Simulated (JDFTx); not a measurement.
# BP (F-43m) in JDFTx: convergence with cutoff

Aim: find how far cutoff must go before the results for BP settle, at PBE. This setting moves, with any that are tied to it; all else stays.

Program: JDFTx 1.7.0 (patched build). These are calculated values, not measurements. Logs are shortened: lines on timing, memory, paths and dates and some standing lists are left out, and cuts for length are marked. The log counts tension as positive stress, the text compression.

### 1 Starting point

The structure is cubic, space group F-43m (No. 216). Conventional cell: a = 4.538 Å, b = 4.538 Å, c = 4.538 Å, α = 90.00°, β = 90.00°, γ = 90.00°. P (site symmetry -43m) has 4 B at 1.97 Å as nearest neighbours. B (site symmetry -43m) has 4 P at 1.97 Å as nearest neighbours.

### 2 With cutoff 408.171 eV

BP.in reads:

```
lattice \
    0.0000000000     4.2877885768     4.2877885768 \
    4.2877885768     0.0000000000     4.2877885768 \
    4.2877885768     4.2877885768     0.0000000000
coords-type Lattice
ion P      0.7500000000     0.7500000000     0.7500000000 1
ion B      0.0000000000     0.0000000000     0.0000000000 1

ion-species pseudo/P.upf
ion-species pseudo/B.upf
elec-cutoff 15 120
elec-ex-corr gga-PBE
kpoint-folding 10 10 10
elec-smearing Fermi 0.0018374661
elec-n-bands 9
electronic-SCF nIterations 100 energyDiffThreshold 1e-09
electronic-minimize nIterations 30 energyDiffThreshold 1e-7
converge-empty-states yes
forces-output-coords Cartesian

dump-name run.$VAR
dump End Ecomponents EigStats BandEigs Kpoints Forces Stress
```

Potentials or basis: PseudoDojo-SR-PBE-0.5-stringent.

Started as:

```console
$ jdftx -c 1 -i BP.in -o BP.out
```

It took 14 s on 1 thread of Arm Neoverse V1, shared host; peak memory 0.04 GiB.

Results:

| Item | Value |
| --- | --- |
| Free energy | -257.7474 eV |
| Pressure | -2.5 GPa |
| Band gap on the k mesh | 1.17 eV, indirect (least direct gap 3.38 eV) |
| Loewdin charges | P +0.70; B -0.64 e |

### 3 With cutoff 517.016 eV

Changes to BP.in since step 2:

```diff
@@ -10,3 +10,3 @@
 ion-species pseudo/B.upf
-elec-cutoff 15 120
+elec-cutoff 19 152
 elec-ex-corr gga-PBE
```

Potentials or basis: PseudoDojo-SR-PBE-0.5-stringent.

Started as:

```console
$ jdftx -c 1 -i BP.in -o BP.out
```

Wall time 16 s (1 thread of Arm Neoverse V1, shared host); peak memory 0.05 GiB.

Results:

```yaml
Free_energy: -257.9478 eV
Pressure: -1.2 GPa
Band_gap_on_the_k_mesh: 1.22 eV, indirect (least direct gap 3.40 eV)
Loewdin_charges: P +0.71; B -0.65 e
```

### 4 With cutoff 625.862 eV

Changes to BP.in since step 3:

```diff
@@ -10,3 +10,3 @@
 ion-species pseudo/B.upf
-elec-cutoff 19 152
+elec-cutoff 23 184
 elec-ex-corr gga-PBE
```

Started as:

```console
$ jdftx -c 1 -i BP.in -o BP.out
```

It took 25 s on 1 thread of Arm Neoverse V1, shared host; peak memory 0.06 GiB.

What came out:

```
Free energy            : -258.0408 eV
Pressure               : -0.3 GPa
Band gap on the k mesh : 1.24 eV, indirect (least direct gap 3.41 eV)
Loewdin charges        : P +0.71; B -0.66 e
```

### 5 With cutoff 734.707 eV

Changes to BP.in since step 4:

```diff
@@ -10,3 +10,3 @@
 ion-species pseudo/B.upf
-elec-cutoff 23 184
+elec-cutoff 27 216
 elec-ex-corr gga-PBE
```

Started as:

```console
$ jdftx -c 1 -i BP.in -o BP.out
```

Run time: 28 s. Hardware: 1 thread of Arm Neoverse V1, shared host; peak memory 0.07 GiB.

Results:

```
Free energy            : -258.0788 eV
Pressure               : 0.4 GPa
Band gap on the k mesh : 1.25 eV, indirect (least direct gap 3.41 eV)
Loewdin charges        : P +0.71; B -0.66 e
```

### 6 With cutoff 816.342 eV

Changes to BP.in since step 5:

```diff
@@ -10,3 +10,3 @@
 ion-species pseudo/B.upf
-elec-cutoff 27 216
+elec-cutoff 30 240
 elec-ex-corr gga-PBE
```

Potentials or basis: PseudoDojo-SR-PBE-0.5-stringent.

Started as:

```console
$ jdftx -c 1 -i BP.in -o BP.out
```

It took 30 s on 1 thread of Arm Neoverse V1, shared host; peak memory 0.07 GiB.

Results:

```yaml
Free_energy: -258.0919 eV
Pressure: 0.7 GPa
Band_gap_on_the_k_mesh: 1.25 eV, indirect (least direct gap 3.41 eV)
Loewdin_charges: P +0.71; B -0.66 e
```

### 7 With cutoff 925.187 eV

Changes to BP.in since step 6:

```diff
@@ -10,3 +10,3 @@
 ion-species pseudo/B.upf
-elec-cutoff 30 240
+elec-cutoff 34 272
 elec-ex-corr gga-PBE
```

Started as:

```console
$ jdftx -c 1 -i BP.in -o BP.out
```

Run time: 30 s. Hardware: 1 thread of Arm Neoverse V1, shared host; peak memory 0.08 GiB.

It converged, with:

* Free energy: -258.0981 eV
* Pressure: 0.9 GPa
* Band gap on the k mesh: 1.25 eV, indirect (least direct gap 3.41 eV)
* Loewdin charges: P +0.71; B -0.66 e

### 8 With cutoff 1034.03 eV

Changes to BP.in since step 7:

```diff
@@ -10,3 +10,3 @@
 ion-species pseudo/B.upf
-elec-cutoff 34 272
+elec-cutoff 38 304
 elec-ex-corr gga-PBE
```

Started as:

```console
$ jdftx -c 1 -i BP.in -o BP.out
```

Wall time 49 s (1 thread of Arm Neoverse V1, shared host); peak memory 0.08 GiB.

Results (log left out):

```yaml
Free_energy: -258.0997 eV
Pressure: 1.0 GPa
Band_gap_on_the_k_mesh: 1.25 eV, indirect (least direct gap 3.41 eV)
Loewdin_charges: P +0.71; B -0.66 e
```

### 9 With cutoff 1197.3 eV

Changes to BP.in since step 8:

```diff
@@ -10,3 +10,3 @@
 ion-species pseudo/B.upf
-elec-cutoff 38 304
+elec-cutoff 44 352
 elec-ex-corr gga-PBE
```

Potentials or basis: PseudoDojo-SR-PBE-0.5-stringent.

Started as:

```console
$ jdftx -c 1 -i BP.in -o BP.out
```

It took 68 s on 1 thread of Arm Neoverse V1, shared host; peak memory 0.1 GiB.

It converged, with:

```yaml
Free_energy: -258.1000 eV
Pressure: 1.0 GPa
Band_gap_on_the_k_mesh: 1.25 eV, indirect (least direct gap 3.41 eV)
Loewdin_charges: P +0.71; B -0.66 e
```

### 10 With cutoff 1387.78 eV

Changes to BP.in since step 9:

```diff
@@ -10,3 +10,3 @@
 ion-species pseudo/B.upf
-elec-cutoff 44 352
+elec-cutoff 51 408
 elec-ex-corr gga-PBE
```

Potentials or basis: PseudoDojo-SR-PBE-0.5-stringent.

Started as:

```console
$ jdftx -c 1 -i BP.in -o BP.out
```

Standard output:

```text
*************** JDFTx 1.7.0 (patched build) ***************

Input parsed successfully to the following command list (including defaults):
[... the input with its defaults ...]

---------- Setting up symmetries ----------

Found 48 point-group symmetries of the bravais lattice
Found 24 space-group symmetries with basis
Applied RMS atom displacement 0 bohrs to make symmetries exact.

---------- Initializing the Grid ----------
R =
[            0      4.28779      4.28779  ]
[      4.28779            0      4.28779  ]
[      4.28779      4.28779            0  ]
unit cell volume = 157.663
G =
[  -0.732684   0.732684   0.732684  ]
[   0.732684  -0.732684   0.732684  ]
[   0.732684   0.732684  -0.732684  ]
Minimum fftbox size, Smin = [  56  56  56  ]
Chosen fftbox size, S = [  56  56  56  ]

---------- Initializing tighter grid for wavefunction operations ----------
R =
[            0      4.28779      4.28779  ]
[      4.28779            0      4.28779  ]
[      4.28779      4.28779            0  ]
unit cell volume = 157.663
G =
[  -0.732684   0.732684   0.732684  ]
[   0.732684  -0.732684   0.732684  ]
[   0.732684   0.732684  -0.732684  ]
Minimum fftbox size, Smin = [  40  40  40  ]
Chosen fftbox size, S = [  40  40  40  ]

---------- Exchange Correlation functional ----------
Initalized PBE GGA exchange.
Initalized PBE GGA correlation.

---------- Setting up pseudopotentials ----------
Width of ionic core gaussian charges (only for fluid interactions / plotting) set to 0

Reading pseudopotential file 'pseudo/P.upf':
  'P' pseudopotential, 'PBE' functional
[... 55 lines left out ...]
SCF: Cycle:  1   F: -9.484687758373520   dF: -1.922e-03   |Residual|: 3.604e-02   |deigs|: 1.163e-02
	FillingsUpdate:  mu: +0.361194594  nElectrons: 8.000000
SCF: Cycle:  2   F: -9.484997067295776   dF: -3.093e-04   |Residual|: 3.621e-03   |deigs|: 7.360e-03
	FillingsUpdate:  mu: +0.361546218  nElectrons: 8.000000
SCF: Cycle:  3   F: -9.485006777362596   dF: -9.710e-06   |Residual|: 1.874e-03   |deigs|: 1.379e-03
	FillingsUpdate:  mu: +0.361885608  nElectrons: 8.000000
SCF: Cycle:  4   F: -9.485008641232186   dF: -1.864e-06   |Residual|: 4.896e-04   |deigs|: 4.327e-04
	FillingsUpdate:  mu: +0.361888971  nElectrons: 8.000000
SCF: Cycle:  5   F: -9.485009137652336   dF: -4.964e-07   |Residual|: 1.525e-04   |deigs|: 3.090e-04
	FillingsUpdate:  mu: +0.361874488  nElectrons: 8.000000
SCF: Cycle:  6   F: -9.485009259755172   dF: -1.221e-07   |Residual|: 5.375e-05   |deigs|: 2.451e-04
	FillingsUpdate:  mu: +0.361884040  nElectrons: 8.000000
SCF: Cycle:  7   F: -9.485009309674682   dF: -4.992e-08   |Residual|: 2.495e-05   |deigs|: 2.219e-04
	FillingsUpdate:  mu: +0.361884395  nElectrons: 8.000000
SCF: Cycle:  8   F: -9.485009321862924   dF: -1.219e-08   |Residual|: 8.804e-06   |deigs|: 1.407e-04
	FillingsUpdate:  mu: +0.361884339  nElectrons: 8.000000
SCF: Cycle:  9   F: -9.485009328448809   dF: -6.586e-09   |Residual|: 4.819e-06   |deigs|: 1.981e-04
	FillingsUpdate:  mu: +0.361883798  nElectrons: 8.000000
SCF: Cycle: 10   F: -9.485009329906422   dF: -1.458e-09   |Residual|: 7.213e-07   |deigs|: 8.622e-05
	FillingsUpdate:  mu: +0.361883727  nElectrons: 8.000000
SCF: Cycle: 11   F: -9.485009330783448   dF: -8.770e-10   |Residual|: 2.386e-06   |deigs|: 1.234e-04
	FillingsUpdate:  mu: +0.361883728  nElectrons: 8.000000
SCF: Cycle: 12   F: -9.485009330952122   dF: -1.687e-10   |Residual|: 2.151e-07   |deigs|: 7.239e-05
SCF: Converged (|Delta E|<1.000000e-09 for 2 iters).

Setting wave functions to eigenvectors of Hamiltonian
Converging empty states (this may take a while):
EmptyStates: None of the convergence criteria satisfied.
|deigs|: 1.209e-03

# Stress tensor in Cartesian coordinates [Eh/a0^3]:
[ -3.39897e-05            0            0  ]
[            0 -3.39897e-05            0  ]
[            0            0 -3.39897e-05  ]

# Ionic positions in lattice coordinates:
ion P   0.750000000000000   0.750000000000000   0.750000000000000 1
ion B   0.000000000000000   0.000000000000000   0.000000000000000 1

# Forces in Cartesian coordinates:
force P   0.000000000000000  -0.000000000000000   0.000000000000000 1
force B  -0.000000000000000  -0.000000000000000   0.000000000000000 1

# Energy components:
   Eewald =      -10.4916197707563548
       EH =        0.6306530531876531
     Eloc =       -2.3879369286314143
      Enl =        1.0303534698550558
      Exc =       -3.3221817020591948
 Exc_core =        0.4118758354214970
       KE =        4.6438467136840051
-------------------------------------
     Etot =       -9.4850093292987516
       TS =        0.0000000016533707
-------------------------------------
        F =       -9.4850093309521224

IonicMinimize: Iter:   0  F: -9.485009330952122  |grad|_K:  1.323e-36
IonicMinimize: Converged (|grad|_K<1.000000e-04).

#--- Lowdin population analysis ---
# oxidation-state P +0.715
# oxidation-state B -0.658

Dumping 'run.eigStats' ...
	eMin: -0.228527 at state 0 ( [ +0.000000 +0.000000 +0.000000 ] spin 0 )
	HOMO: +0.339561 at state 0 ( [ +0.000000 +0.000000 +0.000000 ] spin 0 )
	mu  : +0.361884
	LUMO: +0.385560 at state 27 ( [ +0.000000 +0.400000 +0.400000 ] spin 0 )
	eMax: +0.898483 at state 30 ( [ +0.000000 +0.500000 +0.500000 ] spin 0 )
	HOMO-LUMO gap: +0.045999
	Optical gap  : +0.125215 at state 0 ( [ +0.000000 +0.000000 +0.000000 ] spin 0 )
WARNING: the last solve of the electrons (or of bands or displaced states from it) ended unconverged.
Done!
[note: mu as printed may lie anywhere between the filled and the empty levels]
```

Run time: 74 s. Hardware: 1 thread of Arm Neoverse V1, shared host; peak memory 0.11 GiB.

Results:

| Quantity | Value |
| --- | --- |
| Free energy | -258.1003 eV |
| Pressure | 1.0 GPa |
| Band gap on the k mesh | 1.25 eV, indirect (least direct gap 3.41 eV) |
| Loewdin charges | P +0.71; B -0.66 e |

### 11 The series at a glance

| cutoff | energy less the tightest run, at zero smearing (meV/atom) | pressure (GPa) | gap on the mesh (eV) | SCF cycles | CPU time (s) | peak memory (GiB) |
| --- | --- | --- | --- | --- | --- | --- |
| 408.171 eV | 176.40 | -2.55 | 1.175 | 13 | 14 | 0.04 |
| 517.016 eV | 76.23 | -1.17 | 1.223 | 13 | 16 | 0.05 |
| 625.862 eV | 29.73 | -0.25 | 1.245 | 13 | 25 | 0.06 |
| 734.707 eV | 10.72 | 0.36 | 1.248 | 13 | 28 | 0.07 |
| 816.342 eV | 4.18 | 0.67 | 1.250 | 14 | 30 | 0.07 |
| 925.187 eV | 1.07 | 0.89 | 1.251 | 13 | 30 | 0.08 |
| 1034.03 eV | 0.27 | 0.99 | 1.252 | 13 | 49 | 0.08 |
| 1197.3 eV | 0.11 | 1.00 | 1.252 | 13 | 68 | 0.1 |
| 1387.78 eV | 0.00 | 1.00 | 1.252 | 13 | 74 | 0.11 |

Against the tightest run, the energy stays within 1 meV/atom from 1034.03 eV on; the pressure stays within 0.1 GPa from 1034.03 eV on; the gap on the mesh stays within 0.01 eV from 625.862 eV on. The tightest run that finished is the yardstick and may itself not be fully converged.

Caveats: the empty levels aren't tightly converged.
